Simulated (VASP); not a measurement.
# ZrN (Fm-3m) in VASP: relaxation of cell and atoms with PBE

Aim: the relaxation of cell and atoms of ZrN with PBE.

All numbers are computed with VASP 6.6.1; they aren't measurements. Logs are shortened: lines on timing, memory, paths and dates and some standing lists are left out, and cuts for length are marked.

## 1. Starting point

The structure is cubic, space group Fm-3m (No. 225). The conventional cell has a = 4.600 Å, b = 4.600 Å, c = 4.600 Å, α = 90.00°, β = 90.00°, γ = 90.00°. Around Zr (site symmetry m-3m) lie 6 N at 2.30 Å. N (site symmetry m-3m) is surrounded by 6 Zr at 2.30 Å.

## 2. Relaxation of cell and atoms, PBE

The input, INCAR:

```
ALGO = Normal ; EDIFF = 1E-6
EDIFFG = -0.01 ; ENCUT = 600
GGA = PE ; IBRION = 2
ISIF = 3 ; ISMEAR = 1
KPAR = 4 ; LASPH = T
LCHARG = F ; LREAL = F
LWAVE = F ; NELM = 60
NSW = 60 ; PREC = Accurate
PSTRESS = 0 ; SIGMA = 0.1
```

The input, KPOINTS:

```
k-points
0
Gamma
  14 14 14
```

The input, POSCAR:

```
ZrN
1.0
    0.0000000000      2.3000000000      2.3000000000
    2.3000000000      0.0000000000      2.3000000000
    2.3000000000      2.3000000000      0.0000000000
Zr N
1 1
Direct
    0.5000000000      0.5000000000      0.5000000000
    0.0000000000      0.0000000000      0.0000000000
```

Potentials or basis: VASP PAW PBE potentials, release 64 (Zr_sv, N).

Launch:

```console
$ cat potpaw_PBE.64/Zr_sv/POTCAR potpaw_PBE.64/N/POTCAR > POTCAR
$ mpirun -np 4 vasp_std > vasp.out
```

OUTCAR:

```text
EDIFF = 1E-6
   EDIFFG = -0.01
   ENCUT = 600
   GGA = PE
   IBRION = 2
   ISIF = 3
   ISMEAR = 1
   LASPH = T
   LREAL = F
   NELM = 60
   NSW = 60
   PREC = Accurate
   PSTRESS = 0

 ion  position               nearest neighbor table
   1  0.500  0.500  0.500-   2 2.30   2 2.30   2 2.30   2 2.30   2 2.30   2 2.30
   2  0.000  0.000  0.000-   1 2.30   1 2.30   1 2.30   1 2.30   1 2.30   1 2.30

  LATTYP: Found a face centered cubic cell.
 ALAT       =     4.6000000000

  Lattice vectors:

 A1 = (   0.0000000000,   2.3000000000,   2.3000000000)
 A2 = (   2.3000000000,   0.0000000000,   2.3000000000)
 A3 = (   2.3000000000,   2.3000000000,   0.0000000000)

Analysis of symmetry for initial positions (statically):
=====================================================================
 Subroutine PRICEL returns:
 Original cell was already a primitive cell.

 Routine SETGRP: Setting up the symmetry group for a
 face centered cubic supercell.

 Subroutine GETGRP returns: Found 48 space group operations
 (whereof 48 operations were pure point group operations)
 out of a pool of 48 trial point group operations.

The static configuration has the point symmetry O_h .

Analysis of symmetry for dynamics (positions and initial velocities):
=====================================================================
 Subroutine PRICEL returns:
 Original cell was already a primitive cell.

 Routine SETGRP: Setting up the symmetry group for a
 face centered cubic supercell.

 Subroutine GETGRP returns: Found 48 space group operations
 (whereof 48 operations were pure point group operations)
 out of a pool of 48 trial point group operations.

The dynamic configuration has the point symmetry O_h .

 Subroutine INISYM returns: Found 48 space group operations
 (whereof 48 operations are pure point group operations),
 and found     1 'primitive' translations

----------------------------------------------------------------------------------------

                                     Primitive cell

  volume of cell :      24.3340

  direct lattice vectors                    reciprocal lattice vectors
     0.000000000  2.300000000  2.300000000    -0.217391304  0.217391304  0.217391304
     2.300000000  0.000000000  2.300000000     0.217391304 -0.217391304  0.217391304
     2.300000000  2.300000000  0.000000000     0.217391304  0.217391304 -0.217391304

  length of vectors
     3.252691193  3.252691193  3.252691193     0.376532784  0.376532784  0.376532784

  position of ions in fractional coordinates (direct lattice)
     0.500000000  0.500000000  0.500000000
     0.000000000  0.000000000  0.000000000

  ion indices of the primitive-cell ions
   primitive index   ion index
                 1           1
                 2           2

----------------------------------------------------------------------------------------

 KPOINTS: k-points

Automatic generation of k-mesh.
 Grid dimensions read from file:
 generate k-points for:   14   14   14

 Generating k-lattice:

  Cartesian coordinates                     Fractional coordinates (reciprocal lattice)
    -0.015527950  0.015527950  0.015527950     0.071428571  0.000000000  0.000000000
     0.015527950 -0.015527950  0.015527950     0.000000000  0.071428571  0.000000000
     0.015527950  0.015527950 -0.015527950     0.000000000  0.000000000  0.071428571

  Length of vectors
     0.026895199  0.026895199  0.026895199

  Shift w.r.t. Gamma in fractional coordinates (k-lattice)
     0.000000000  0.000000000  0.000000000

 Subroutine IBZKPT returns following result:
 ===========================================

 Found    104 irreducible k-points:

 Following reciprocal coordinates:
            Coordinates               Weight
  0.000000  0.000000  0.000000      1.000000
  0.071429  0.000000  0.000000      8.000000
  0.142857  0.000000  0.000000      8.000000
  0.214286  0.000000  0.000000      8.000000
  0.285714  0.000000  0.000000      8.000000
  0.357143  0.000000  0.000000      8.000000
[... 16 lines left out ...]
  0.214286  0.142857  0.000000     24.000000
  0.285714  0.142857  0.000000     24.000000
 [... further k-points ...]
   k-points           NKPTS =    104   k-points in BZ     NKDIM =    104   number of bands    NBANDS=     12
   number of dos      NEDOS =    301   number of ions     NIONS =      2
   total plane-waves  NPLWV =  21952
   dimension x,y,z NGX =    28 NGY =   28 NGZ =   28
   dimension x,y,z NGXF=    56 NGYF=   56 NGZF=   56
   ions per type =               1   1
   NGX,Y,Z   is equivalent  to a cutoff of  14.31, 14.31, 14.31 a.u.
   NGXF,Y,Z  is equivalent  to a cutoff of  28.62, 28.62, 28.62 a.u.
 SYSTEM =  unknown system
   PREC   = accura    normal or accurate (medium, high low for compatibility)
   ISTART =      0    job   : 0-new  1-cont  2-samecut
   ICHARG =      2    charge: 1-file 2-atom 10-const
   ISPIN  =      1    spin polarized calculation?
   LNONCOLLINEAR =      F non collinear calculations
   LSORBIT =      F    spin-orbit coupling
   LASPH  =      T    aspherical Exc in radial PAW
   ENCUT  =  600.0 eV  44.10 Ry    6.64 a.u.   6.50  6.50  6.50*2*pi/ulx,y,z
   NELM   =     60;   NELMIN=  2; NELMDL= -5     # of ELM steps
   EDIFF  = 0.1E-05   stopping-criterion for ELM
   LREAL  =      F    real-space projection
   EDIFFG = -.1E-01   stopping-criterion for IOM
   NSW    =     60    number of steps for IOM
   IBRION =      2    ionic relax: 0-MD 1-quasi-New 2-CG
   NFREE  =      1    steps in history (QN), initial steepest desc. (CG)
   ISIF   =      3    stress and relaxation
   ISYM   =      2    0-nonsym 1-usesym 2-fastsym
   POTIM  = 0.5000    time-step for ionic-motion
   TEBEG  =    0.0;   TEEND  =   0.0 temperature during run
   PSTRESS=    0.0 pullay stress
   NELECT =      17.0000    total number of electrons
   NUPDOWN=      -1.0000    fix difference up-down
   EMIN   =  10.00;   EMAX   =-10.00  energy-range for DOS
   EFERMI =   0.00;   METHOD = LEGACY
   ISMEAR =     1;   SIGMA  =   0.10  broadening in eV -4-tet -1-fermi 0-gaus
   EFERMI_NEDOS =   21; number of points for ismear=-14 and -15
   IALGO  =     38    algorithm
   IMIX   =      4    mixing-type and parameters
     AMIX     =   0.40;   BMIX     =  1.00
     AMIX_MAG =   1.60;   BMIX_MAG =  1.00
  volume/ion in A,a.u.               =      12.17        82.11
  Fermi-wavevector in a.u.,A,eV,Ry     =   1.452624  2.745062 28.709889  2.110117
  Thomas-Fermi vector in A             =   2.569985
   LORBIT       =      0    0 simple, 1 ext, 2 COOP (PROOUT), +10 PAW based schemes
   GGA     = PE    functional components
   LHFCALC =     F    Hartree Fock is set to
   AEXX    =    0.0000 exact exchange contribution
   IVDW    =     0    specifies the selected vdW correction
   LEPSILON=     F    determine dielectric tensor
   LRPA    =     F    only Hartree local field effects (RPA)
 conjugate gradient relaxation of ions
 non-spin polarized calculation
 Methfessel and Paxton  Order N= 1 SIGMA  =   0.10
  energy-cutoff  :      600.00
  volume of cell :       24.33
 maximum number of plane-waves:       869
 NGX is ok and might be reduce to    28
   NGX = 13   NGY = 13   NGZ = 13

--------------------------------------- Ionic step        1  -------------------------------------------

 number of electron      17.0000000 magnetization

 Free energy of the ion-electron system (eV)
  ---------------------------------------------------
  ext. energy  EPLUGINS =         0.00000000
  ---------------------------------------------------
  free energy    TOTEN  =       -20.36832204 eV

  energy without entropy =      -20.36728351  energy(sigma->0) =      -20.36797586

------------------------ aborting loop because EDIFF is reached ----------------------------------------

  FORCE on cell =-STRESS in cart. coord.  units (eV):
  Direction    XX          YY          ZZ          XY          YZ          ZX
  --------------------------------------------------------------------------------------
  -------------------------------------------------------------------------------------
  Total       -0.1044385     -0.1044385     -0.1044385      0.0000000      0.0000000     -0.0000000
  in kB       -6.8763453     -6.8763453     -6.8763453      0.0000000      0.0000000     -0.0000000
  external PRESSURE =      -6.8763453 kB  Pullay stress =       0.0000000 kB
[... 57 lines left out ...]
  energy  without entropy=      -20.3670230504  energy(sigma->0) =      -20.36770789

--------------------------------------- Ionic step        3  -------------------------------------------

 number of electron      17.0000000 magnetization

 Free energy of the ion-electron system (eV)
  ---------------------------------------------------
  ext. energy  EPLUGINS =         0.00000000
  ---------------------------------------------------
  free energy    TOTEN  =       -20.36847433 eV

  energy without entropy =      -20.36744019  energy(sigma->0) =      -20.36812962

 E-fermi :  11.8963     XC(G=0): -12.4673

 val. band max:       11.8916279103   @ k =   0.5000   0.2143   0.0000
 cond. band min:      11.9039072497   @ k =   0.3571   0.1429   0.0714
 fundamental gap:      0.0122793394
 Fermi energy:        11.8963108338

 k-point     1 :       0.0000    0.0000    0.0000
  band No.  band energies     occupation
      1     -37.7352      2.00000
      2     -15.3634      2.00000
      3     -15.3634      2.00000
      4     -15.3634      2.00000
      5      -4.3622      2.00000
      6       9.2342      2.00000
      7       9.2342      2.00000
      8       9.2342      2.00000
      9      11.4808      2.00000
     10      11.4808      2.00000
     11      11.4808      2.00000
     12      13.4445     -0.00000
[... 331 lines left out ...]
 k-point    24 :       0.2857    0.1429    0.0000
  band No.  band energies     occupation
      1     -37.6545      2.00000
      2     -15.9329      2.00000
      3     -15.4881      2.00000
      4     -15.4702      2.00000
      5      -3.3528      2.00000
      6       5.9571      2.00000
      7       7.6037      2.00000
      8       7.9285      2.00000
      9      10.9239      2.00000
     10      13.9599      0.00000
     11      13.9737      0.00000
     12      15.2560      0.00000

 [... further k-points ...]

------------------------ aborting loop because EDIFF is reached ----------------------------------------

  FORCE on cell =-STRESS in cart. coord.  units (eV):
  Direction    XX          YY          ZZ          XY          YZ          ZX
  --------------------------------------------------------------------------------------
  -------------------------------------------------------------------------------------
  Total        0.0009907      0.0009907      0.0009907     -0.0000000      0.0000000      0.0000000
  in kB        0.0654118      0.0654118      0.0654118     -0.0000000      0.0000000      0.0000000
  external PRESSURE =       0.0654118 kB  Pullay stress =       0.0000000 kB
[... 17 lines left out ...]
  FREE ENERGIE OF THE ION-ELECTRON SYSTEM (eV)
  ---------------------------------------------------
  free  energy   TOTEN  =       -20.3684743299 eV

  energy  without entropy=      -20.3674401867  energy(sigma->0) =      -20.36812962

 reached required accuracy - stopping structural energy minimisation
```

Wall time 28 s (4 MPI ranks of Intel Xeon Platinum 8488C (Sapphire Rapids), shared host); peak memory 0.18 GiB.

What came out:

* Free energy: -20.3685 eV
* Relaxed volume: 12.13 Å³/atom
* Relaxed cell: a = 3.250 Å, b = 3.250 Å, c = 3.250 Å, α = 60.00°, β = 60.00°, γ = 60.00°
* Space group after relaxing (to 0.05 Å): Fm-3m (No. 225)
* Energy gained by relaxing: 0.1 meV/atom
* Ionic steps: 3
* Pressure after relaxing: 0.0 GPa
* Band gap on the k mesh: none (metal or under the smearing width)

Step by step:
```
step  energy change (eV)  largest force (eV/Å)  pressure (GPa)  volume (Å³)
   1              0.0000                0.0000           -0.69        24.33
   2              0.0003                0.0000            1.19        24.15
   3             -0.0002                0.0000            0.01        24.27
```

Final structure:
```cif
data_structure
_symmetry_space_group_name_H-M 'P 1'
_symmetry_Int_Tables_number 1
_cell_length_a 3.2496
_cell_length_b 3.2496
_cell_length_c 3.2496
_cell_angle_alpha 60.000
_cell_angle_beta 60.000
_cell_angle_gamma 60.000
_cell_volume 24.27
loop_
_atom_site_label
_atom_site_type_symbol
_atom_site_fract_x
_atom_site_fract_y
_atom_site_fract_z
_atom_site_occupancy
Zr1 Zr 0.50000 0.50000 0.50000 1
N1 N 0.00000 0.00000 0.00000 1
```

Levels at points of the mesh, in eV from the Fermi level:
```csv
k point,band 5,band 6,band 7,band 8,band 9,band 10,band 11,band 12
"(0.00, 0.00, 0.00)",-16.26,-2.66,-2.66,-2.66,-0.42,-0.42,-0.42,1.55
"(0.50, 0.00, 0.00)",-14.09,-7.64,-5.67,-5.67,2.97,3.03,3.03,4.70
"(0.50, 0.50, 0.00)",-15.72,-4.58,-3.47,-3.17,-3.17,3.32,4.46,4.46
```
